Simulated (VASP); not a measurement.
Runs of VASP 6.6.1 on Si12C11 (a cell with a defect). The cell holds a defect, 23 atoms: a = 9.245 Å, b = 6.163 Å, c = 6.163 Å, α = 60.00°, β = 60.00°, γ = 60.00°. 

| task | level | potentials or basis | fixed moment (μB) | cell | k mesh | mesh quality | moment (μB) | largest force (eV/Å) |
| --- | --- | --- | --- | --- | --- | --- | --- | --- |
| single point | PBEsol | VASP PAW PBE potentials, release 64 (Si, C) | - | as given | 2 × 3 × 3 | coarse | (a) | 1.44 |
| single point | PBEsol | VASP PAW PBE potentials, release 64 (Si, C) | 1 | as given | 2 × 3 × 3 | coarse | 1.00 | 1.31 |
| relaxation of the atoms | PBEsol | VASP PAW PBE potentials, release 64 (Si, C) | 3 | atoms relaxed from: atoms moved at random, drawn with an rms of 0.05 Å | 2 × 3 × 3 | coarse | 3.00 | 0.02 |
| single point | PBEsol | VASP PAW PBE potentials, release 64 (Si, C) | 3 | as given | 3 × 4 × 4 | not flagged | 3.00 | 0.18 |
| single point | LDA | VASP PAW LDA potentials, release 64 (Si, C) | 3 | as given | 2 × 3 × 3 | coarse | 3.00 | (b) |

Alike in all rows: spin collinear, ferromagnetic start; cutoff (eV) 450; smearing gaussian 0.03 eV.

Task: Estimate the missing entries.

Result: (a) 0.49; (b) 0.19.

Caveats: some runs use coarse meshes; the PAW data sets were made with another functional, which shifts forces and pressure a little (some runs); the total moment is fixed, so each spin has its own Fermi level (some runs).
